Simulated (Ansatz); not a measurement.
137Ba fingerprints of the forms of BaTiO3

The numbers come from a DFT calculation in Ansatz (r2SCAN, plane waves and PAW, scalar-relativistic, 500 eV cutoff). Q(137Ba) = 236.0 mb, I = 3/2. The cells come from the COD, with the atoms relaxed (PBE, cell held). Spin–orbit coupling is left out, which moves gradients at and beside heavy atoms (Ba) by some per cent and at some sites by far more.

Task: Rank the structures by their largest 137Ba |C_Q|, smallest first.
A.
BaTiO3
```cif
data_BaTiO3
_symmetry_space_group_name_H-M 'Pm-3m'
_symmetry_Int_Tables_number 221
_cell_length_a 4.0060
_cell_length_b 4.0060
_cell_length_c 4.0060
_cell_angle_alpha 90.000
_cell_angle_beta 90.000
_cell_angle_gamma 90.000
loop_
_atom_site_label
_atom_site_type_symbol
_atom_site_symmetry_multiplicity
_atom_site_Wyckoff_symbol
_atom_site_fract_x
_atom_site_fract_y
_atom_site_fract_z
Ba Ba 1 b 0.5000 0.5000 0.5000
Ti Ti 1 a 0.0000 0.0000 0.0000
O O 3 d 0.5000 0.0000 0.0000
```
B.
BaTiO3
Space group P4mm (No. 99); a = 3.9998, c = 4.0180 Å.

| site | Wyckoff | site symmetry | x | y | z |
| --- | --- | --- | --- | --- | --- |
| Ba | 1a | 4mm | 0.0000 | 0.0000 | 0.9970 |
| Ti | 1b | 4mm | 0.5000 | 0.5000 | 0.4827 |
| O3 | 1b | 4mm | 0.5000 | 0.5000 | 0.0223 |
| O4 | 2c | 2mm. | 0.5000 | 0.0000 | 0.5130 |

Result: A (0 MHz), B (4.05 MHz).
